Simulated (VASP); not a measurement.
# Be2C (Fm-3m) in VASP: notebook

One crystal, Be2C, is run at these levels: PBE; tasks: single point.

Program: VASP 6.6.1. These are calculated values, not measurements. Logs are shortened: lines on timing, memory, paths and dates and some standing lists are left out, and cuts for length are marked.

### 1 The structure

Symmetry: Fm-3m, No. 225, cubic system. The conventional cell has a = 4.195 Å, b = 4.195 Å, c = 4.195 Å, α = 90.00°, β = 90.00°, γ = 90.00°. Be (site symmetry -43m) is surrounded by 4 C at 1.82 Å. Around C (site symmetry m-3m) lie 8 Be at 1.82 Å.

### 2 Single point, PBE

File INCAR:

```
SYSTEM = Be2C
PREC = Accurate
ENCUT = 520
EDIFF = 1E-6
ISMEAR = 0
SIGMA = 0.02
LREAL = .FALSE.
LASPH = .TRUE.
NELM = 100
ALGO = Normal
ISIF = 2
LWAVE = .FALSE.
LCHARG = .FALSE.
GGA = PE
NBANDS = 11
```

File KPOINTS:

```
regular mesh
0
G
  12 12 12
  0 0 0
```

File POSCAR:

```
Be2C
1.0
    0.0000000000      2.0972614383      2.0972614383
    2.0972614383      0.0000000000      2.0972614383
    2.0972614383      2.0972614383      0.0000000000
Be C
2 1
Direct
    0.2500000000      0.2500000000      0.2500000000
    0.7500000000      0.7500000000      0.7500000000
    0.0000000000      0.0000000000      0.0000000000
```

Potentials or basis: VASP PAW PBE potentials, release 64 (Be, C).

Launch:

```console
> cat potpaw_PBE.64/Be/POTCAR potpaw_PBE.64/C/POTCAR > POTCAR
> mpirun -np 1 vasp_std > vasp.out
```

OUTCAR:

```text
SYSTEM = Be2C
   PREC = Accurate
   ENCUT = 520
   EDIFF = 1E-6
   ISMEAR = 0
   LREAL = .FALSE.
   LASPH = .TRUE.
   NELM = 100
   ISIF = 2
   GGA = PE

 ion  position               nearest neighbor table
   1  0.250  0.250  0.250-   3 1.82   3 1.82   3 1.82   3 1.82   2 2.10   2 2.10   2 2.10   2 2.10
                             2 2.10   2 2.10
   2  0.750  0.750  0.750-   3 1.82   3 1.82   3 1.82   3 1.82   1 2.10   1 2.10   1 2.10   1 2.10
                             1 2.10   1 2.10
   3  0.000  0.000  0.000-   2 1.82   2 1.82   2 1.82   1 1.82   1 1.82   1 1.82   2 1.82   1 1.82

  LATTYP: Found a face centered cubic cell.
 ALAT       =     4.1945228766

  Lattice vectors:

 A1 = (   0.0000000000,   2.0972614383,   2.0972614383)
 A2 = (   2.0972614383,   0.0000000000,   2.0972614383)
 A3 = (   2.0972614383,   2.0972614383,   0.0000000000)

Analysis of symmetry for initial positions (statically):
=====================================================================
 Subroutine PRICEL returns:
 Original cell was already a primitive cell.

 Routine SETGRP: Setting up the symmetry group for a
 face centered cubic supercell.

 Subroutine GETGRP returns: Found 48 space group operations
 (whereof 48 operations were pure point group operations)
 out of a pool of 48 trial point group operations.

The static configuration has the point symmetry O_h .

Analysis of symmetry for dynamics (positions and initial velocities):
=====================================================================
 Subroutine PRICEL returns:
 Original cell was already a primitive cell.

 Routine SETGRP: Setting up the symmetry group for a
 face centered cubic supercell.

 Subroutine GETGRP returns: Found 48 space group operations
 (whereof 48 operations were pure point group operations)
 out of a pool of 48 trial point group operations.

The dynamic configuration has the point symmetry O_h .

 Subroutine INISYM returns: Found 48 space group operations
 (whereof 48 operations are pure point group operations),
 and found     1 'primitive' translations

----------------------------------------------------------------------------------------

                                     Primitive cell

  volume of cell :      18.4496

  direct lattice vectors                    reciprocal lattice vectors
     0.000000000  2.097261438  2.097261438    -0.238406138  0.238406138  0.238406138
     2.097261438  0.000000000  2.097261438     0.238406138 -0.238406138  0.238406138
     2.097261438  2.097261438  0.000000000     0.238406138  0.238406138 -0.238406138

  length of vectors
     2.965975570  2.965975570  2.965975570     0.412931544  0.412931544  0.412931544

  position of ions in fractional coordinates (direct lattice)
     0.250000000  0.250000000  0.250000000
     0.750000000  0.750000000  0.750000000
     0.000000000  0.000000000  0.000000000

  ion indices of the primitive-cell ions
   primitive index   ion index
                 1           1
                 2           2
                 3           3

----------------------------------------------------------------------------------------

 KPOINTS: regular mesh

Automatic generation of k-mesh.
 Grid dimensions read from file:
 generate k-points for:   12   12   12

 Generating k-lattice:

  Cartesian coordinates                     Fractional coordinates (reciprocal lattice)
    -0.019867178  0.019867178  0.019867178     0.083333333  0.000000000  0.000000000
     0.019867178 -0.019867178  0.019867178     0.000000000  0.083333333  0.000000000
     0.019867178  0.019867178 -0.019867178     0.000000000  0.000000000  0.083333333

  Length of vectors
     0.034410962  0.034410962  0.034410962

  Shift w.r.t. Gamma in fractional coordinates (k-lattice)
     0.000000000  0.000000000  0.000000000

 Subroutine IBZKPT returns following result:
 ===========================================

 Found     72 irreducible k-points:

 Following reciprocal coordinates:
            Coordinates               Weight
  0.000000  0.000000  0.000000      1.000000
  0.083333  0.000000  0.000000      8.000000
  0.166667  0.000000  0.000000      8.000000
  0.250000  0.000000  0.000000      8.000000
  0.333333  0.000000  0.000000      8.000000
  0.416667  0.000000  0.000000      8.000000
[... 16 lines left out ...]
  0.500000  0.166667  0.000000     24.000000
 -0.416667  0.166667  0.000000     24.000000
 [... further k-points ...]
   k-points           NKPTS =     72   k-points in BZ     NKDIM =     72   number of bands    NBANDS=     11
   number of dos      NEDOS =    301   number of ions     NIONS =      3
   total plane-waves  NPLWV =  13824
   dimension x,y,z NGX =    24 NGY =   24 NGZ =   24
   dimension x,y,z NGXF=    48 NGYF=   48 NGZF=   48
   ions per type =               2   1
   NGX,Y,Z   is equivalent  to a cutoff of  13.45, 13.45, 13.45 a.u.
   NGXF,Y,Z  is equivalent  to a cutoff of  26.90, 26.90, 26.90 a.u.
 SYSTEM =  Be2C
   PREC   = accura    normal or accurate (medium, high low for compatibility)
   ISTART =      0    job   : 0-new  1-cont  2-samecut
   ICHARG =      2    charge: 1-file 2-atom 10-const
   ISPIN  =      1    spin polarized calculation?
   LNONCOLLINEAR =      F non collinear calculations
   LSORBIT =      F    spin-orbit coupling
   LASPH  =      T    aspherical Exc in radial PAW
   ENCUT  =  520.0 eV  38.22 Ry    6.18 a.u.   5.51  5.51  5.51*2*pi/ulx,y,z
   NELM   =    100;   NELMIN=  2; NELMDL= -5     # of ELM steps
   EDIFF  = 0.1E-05   stopping-criterion for ELM
   LREAL  =      F    real-space projection
   EDIFFG = 0.1E-04   stopping-criterion for IOM
   NSW    =      0    number of steps for IOM
   IBRION =     -1    ionic relax: 0-MD 1-quasi-New 2-CG
   NFREE  =      0    steps in history (QN), initial steepest desc. (CG)
   ISIF   =      2    stress and relaxation
   ISYM   =      2    0-nonsym 1-usesym 2-fastsym
   POTIM  = 0.5000    time-step for ionic-motion
   TEBEG  =    0.0;   TEEND  =   0.0 temperature during run
   PSTRESS=    0.0 pullay stress
   NELECT =       8.0000    total number of electrons
   NUPDOWN=      -1.0000    fix difference up-down
   EMIN   =  10.00;   EMAX   =-10.00  energy-range for DOS
   EFERMI =   0.00;   METHOD = LEGACY
   ISMEAR =     0;   SIGMA  =   0.02  broadening in eV -4-tet -1-fermi 0-gaus
   EFERMI_NEDOS =   21; number of points for ismear=-14 and -15
   IALGO  =     38    algorithm
   IMIX   =      4    mixing-type and parameters
     AMIX     =   0.40;   BMIX     =  1.00
     AMIX_MAG =   1.60;   BMIX_MAG =  1.00
  volume/ion in A,a.u.               =       6.15        41.50
  Fermi-wavevector in a.u.,A,eV,Ry     =   1.239107  2.341573 20.890208  1.535387
  Thomas-Fermi vector in A             =   2.373604
   LORBIT       =      0    0 simple, 1 ext, 2 COOP (PROOUT), +10 PAW based schemes
   GGA     = PE    functional components
   LHFCALC =     F    Hartree Fock is set to
   AEXX    =    0.0000 exact exchange contribution
   IVDW    =     0    specifies the selected vdW correction
   LEPSILON=     F    determine dielectric tensor
   LRPA    =     F    only Hartree local field effects (RPA)
 non-spin polarized calculation
 Gauss-broadening in eV      SIGMA  =   0.02
  energy-cutoff  :      520.00
  volume of cell :       18.45
 maximum number of plane-waves:       531
 NGX is ok and might be reduce to    24
   NGX = 11   NGY = 11   NGZ = 11

 number of electron       7.9999999 magnetization

 Free energy of the ion-electron system (eV)
  ---------------------------------------------------
  ext. energy  EPLUGINS =         0.00000000
  ---------------------------------------------------
  free energy    TOTEN  =       -17.33143216 eV

  energy without entropy =      -17.33143216  energy(sigma->0) =      -17.33143216

 E-fermi :   8.7736     XC(G=0): -11.8144

 val. band max:        8.6854189521   @ k =   0.0000   0.0000   0.0000
 cond. band min:       9.8811481516   @ k =   0.5000   0.5000   0.0000
 fundamental gap:      1.1957291995
 Fermi energy:         8.7736054177

 k-point     1 :       0.0000    0.0000    0.0000
  band No.  band energies     occupation
      1      -7.0645      2.00000
      2       8.6854      2.00000
      3       8.6854      2.00000
      4       8.6854      2.00000
      5      12.9895      0.00000
      6      12.9895      0.00000
      7      12.9895      0.00000
      8      16.5153      0.00000
      9      22.6073      0.00000
     10      22.6073      0.00000
     11      22.6073      0.00000

 k-point     2 :       0.0833    0.0000    0.0000
  band No.  band energies     occupation
      1      -6.9476      2.00000
      2       7.6384      2.00000
      3       8.4421      2.00000
      4       8.4421      2.00000
      5      13.3427      0.00000
      6      13.3427      0.00000
      7      13.7352      0.00000
      8      16.7213      0.00000
      9      21.6934      0.00000
     10      21.6934      0.00000
     11      22.9478      0.00000

 k-point     3 :       0.1667    0.0000    0.0000
  band No.  band energies     occupation
      1      -6.5992      2.00000
      2       5.6408      2.00000
      3       7.9266      2.00000
      4       7.9266      2.00000
      5      14.0470      0.00000
      6      14.0470      0.00000
      7      14.8259      0.00000
      8      17.2951      0.00000
      9      20.6307      0.00000
     10      20.6307      0.00000
     11      23.9196      0.00000

 k-point     4 :       0.2500    0.0000    0.0000
  band No.  band energies     occupation
      1      -6.0292      2.00000
      2       3.5463      2.00000
      3       7.4126      2.00000
      4       7.4126      2.00000
      5      14.4402      0.00000
      6      14.4402      0.00000
      7      15.6226      0.00000
      8      18.0027      0.00000
      9      20.5746      0.00000
     10      20.5746      0.00000
     11      25.2501      0.00000

 k-point     5 :       0.3333    0.0000    0.0000
  band No.  band energies     occupation
      1      -5.2686      2.00000
      2       1.6196      2.00000
      3       7.0183      2.00000
      4       7.0183      2.00000
      5      14.2937      0.00000
      6      14.2937      0.00000
      7      16.2062      0.00000
      8      18.5936      0.00000
      9      21.6867      0.00000
     10      21.6867      0.00000
     11      26.4413      0.00000
[... 211 lines left out ...]
 k-point    21 :       0.3333    0.1667    0.0000
  band No.  band energies     occupation
      1      -5.4108      2.00000
      2       3.0830      2.00000
      3       5.5777      2.00000
      4       6.3585      2.00000
      5      13.5619      0.00000
      6      15.4863      0.00000
      7      16.8151      0.00000
      8      17.4152      0.00000
      9      21.6201      0.00000
     10      24.4574      0.00000
     11      26.4788      0.00000

 k-point    22 :       0.4167    0.1667    0.0000
  band No.  band energies     occupation
      1      -4.6319      2.00000
      2       1.3712      2.00000
      3       5.4476      2.00000
      4       5.7668      2.00000
      5      13.3379      0.00000
      6      16.5429      0.00000
      7      17.1557      0.00000
      8      17.9164      0.00000
      9      22.1919      0.00000
     10      24.9828      0.00000
     11      27.2215      0.00000

 k-point    23 :       0.5000    0.1667    0.0000
  band No.  band energies     occupation
      1      -3.8823      2.00000
      2       0.0953      2.00000
      3       5.2110      2.00000
      4       5.5685      2.00000
      5      13.3915      0.00000
      6      16.1112      0.00000
      7      18.0754      0.00000
      8      19.0633      0.00000
      9      22.4949      0.00000
     10      24.4485      0.00000
     11      27.3991      0.00000

 k-point    24 :      -0.4167    0.1667    0.0000
  band No.  band energies     occupation
      1      -3.7237      2.00000
      2      -0.1468      2.00000
      3       4.8076      2.00000
      4       5.9238      2.00000
      5      13.6929      0.00000
      6      15.7798      0.00000
      7      18.0315      0.00000
      8      20.1429      0.00000
      9      22.4998      0.00000
     10      22.9952      0.00000
     11      27.2007      0.00000

 [... further k-points ...]
[... 5 lines left out ...]
  --------------------------------------------------------------------------------------
  -------------------------------------------------------------------------------------
  Total        2.6387160      2.6387160      2.6387160     -0.0000000     -0.0000000      0.0000000
  in kB      229.1477084    229.1477084    229.1477084     -0.0000000     -0.0000000      0.0000000
  external PRESSURE =     229.1477084 kB  Pullay stress =       0.0000000 kB

 VOLUME and BASIS-vectors are now :
 -----------------------------------------------------------------------------
  energy-cutoff  :      520.00
  volume of cell :       18.45
      direct lattice vectors                 reciprocal lattice vectors
     0.000000000  2.097261438  2.097261438    -0.238406138  0.238406138  0.238406138
     2.097261438  0.000000000  2.097261438     0.238406138 -0.238406138  0.238406138
     2.097261438  2.097261438  0.000000000     0.238406138  0.238406138 -0.238406138

 POSITION                                       TOTAL-FORCE (eV/Angst)
 -----------------------------------------------------------------------------------
      1.04863      1.04863      1.04863        -0.000000     -0.000000     -0.000000
      3.14589      3.14589      3.14589         0.000000      0.000000      0.000000
      0.00000      0.00000      0.00000         0.000000      0.000000      0.000000
 -----------------------------------------------------------------------------------
    total drift:                               -0.000000     -0.000000     -0.000000

  FREE ENERGIE OF THE ION-ELECTRON SYSTEM (eV)
  ---------------------------------------------------
  free  energy   TOTEN  =       -17.3314321635 eV

  energy  without entropy=      -17.3314321635  energy(sigma->0) =      -17.33143216
```

Run time: 6.5 s. Hardware: 1 thread of AMD EPYC 9R45 (Zen 5), shared host; peak memory 0.11 GiB.

What came out:

```yaml
Free_energy: -17.3314 eV
Pressure: 22.9 GPa
Band_gap_on_the_k_mesh: 1.20 eV, indirect (least direct gap 4.30 eV)
```

Caveat: so large a pressure means that the cell lies far from this level's equilibrium, or that cutoff or potentials fall short.

### 3 Single point, PBE (the database's cell and atoms)

File INCAR:

```
PREC = Accurate
ENCUT = 520
EDIFF = 1E-6
ISMEAR = 0
SIGMA = 0.02
LREAL = F
LASPH = T
NELM = 100
ALGO = Normal
ISIF = 2
LWAVE = F
LCHARG = F
GGA = PE
NBANDS = 11
```

File KPOINTS:

```
Automatic mesh
0
Gamma
  12 12 12
```

File POSCAR:

```
Be2C
1.0
    0.0000000000      2.1650000000      2.1650000000
    2.1650000000      0.0000000000      2.1650000000
    2.1650000000      2.1650000000      0.0000000000
Be C
2 1
Direct
    0.2500000000      0.2500000000      0.2500000000
    0.7500000000      0.7500000000      0.7500000000
    0.0000000000      0.0000000000      0.0000000000
```

Potentials or basis: VASP PAW PBE potentials, release 64 (Be, C).

Launch:

```console
> cat potpaw_PBE.64/Be/POTCAR potpaw_PBE.64/C/POTCAR > POTCAR
> mpirun -np 1 vasp_std > vasp.out
```

Wall time 6.4 s (1 thread of AMD EPYC 9R45 (Zen 5), shared host); peak memory 0.11 GiB.

The run converged. Its results:

```
Free energy            : -17.4558 eV
Pressure               : 0.2 GPa
Band gap on the k mesh : 1.16 eV, indirect (least direct gap 4.13 eV)
```

Levels at points of the mesh, in eV from the valence-band top:
```
           k point  band 1  band 2  band 3  band 4  band 5  band 6  band 7  band 8  band 9
(0.00, 0.00, 0.00)  -15.04    0.00    0.00    0.00    4.13    4.13    4.13    6.74   13.16
(0.50, 0.00, 0.00)  -12.17   -8.72   -1.83   -1.83    5.00    5.00    7.00    9.81   14.50
(0.50, 0.50, 0.00)  -11.42   -6.77   -4.72   -4.72    1.16    5.72   13.24   13.24   15.30
```
